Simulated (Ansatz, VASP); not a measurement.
## One calculation of Ni3Ge, two programs

```
Ni Ge
1.0
     3.52699    0.00000    0.00000
     0.00000    3.52699    0.00000
     0.00000    0.00000    3.52699
Ni Ge
3 1
Direct
  0.50000 0.00000 0.50000
  0.00000 0.50000 0.50000
  0.50000 0.50000 0.00000
  0.00000 0.00000 0.00000
```

Alike in both runs: functional PBEsol; k mesh 12 × 12 × 12; occupations fermi-dirac, width 0.15 eV; no spin polarisation.

Ansatz relaxed the structure, and its values are those at the end. VASP's run is a single point on that final structure, the one shown.

```csv
,VASP,Ansatz
version,VASP 6.6.1,Ansatz 0.2.0
potentials or method,"VASP PAW PBE potentials, release 64 (Ni, Ge_d)","scalar-relativistic, plane waves, PAW"
plane-wave cutoff (eV),520,420
valence electrons in the cell,44,68
```

Ansatz gave:

| Item | Value |
| --- | --- |
| gap on the k mesh at the Fermi level (eV) | none |
| pressure (GPa) | 0.0 |

Q: Estimate VASP's values.

A: gap on the k mesh at the Fermi level (eV): none; pressure (GPa): 0.4.

A gap of «none» marks a metal or a gap that the smearing closes. With one functional, cell and mesh, what is left measures potentials, basis and numerics. The two sets of potentials don't hold the same shells in valence.

Caveats: the PAW data sets were made with another functional, which shifts forces and pressure a little (VASP). Spin polarisation is off, so any magnetic state and its effect on volume and gap are missing.
